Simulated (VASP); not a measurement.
Here is a VASP 6.6.1 calculation.

Contents of INCAR:

```
PREC = Accurate ; ENCUT = 520
EDIFF = 1E-7 ; ISMEAR = 0
SIGMA = 0.02 ; LREAL = F
LASPH = T ; NELM = 100
ALGO = Normal ; ISIF = 2
LWAVE = F ; LCHARG = F
GGA = PE ; ICORELEVEL = 1
```

Contents of KPOINTS:

```
Automatic mesh
0
Gamma
  10 10 5
```

Contents of POSCAR:

```
CuO
1.0
    2.3446500000     -1.7134000000      0.0000000000
    2.3446500000      1.7134000000      0.0000000000
   -0.8605543552      0.0000000000      5.0594363927
Cu O
2 2
Direct
    0.4968000000      0.0032000000      0.5000000000
    0.0032000000      0.4968000000      0.0000000000
    0.4056000000      0.5714000000      0.7537000000
    0.5714000000      0.4056000000      0.2537000000
```

Potentials or basis: VASP PAW PBE potentials, release 64 (Cu, O).

Run with:

```bash
$ cat potpaw_PBE.64/Cu/POTCAR potpaw_PBE.64/O/POTCAR > POTCAR
$ mpirun -np 1 vasp_std > vasp.out
```

Q: What does it give for the largest force?

A: 0.788 eV/Å.

Q: What does it give for the band gap on the k mesh?

A: None (metal or under the smearing width).

Q: Estimate the pressure.

A: 6.3 GPa.

Stress tensor (GPa, compression positive):
```
 6.32  0.00 -1.98
 0.00  6.87  0.00
-1.98  0.00  5.76
```

Caveat: the run has no spin polarisation, though such a crystal can be magnetic; semilocal functionals often make such compounds metallic where correlation or magnetic order opens a gap, which also shifts bond lengths. With open d or f shells a metallic result of PBE can be an artefact of self-interaction; +U or a hybrid may open a gap.
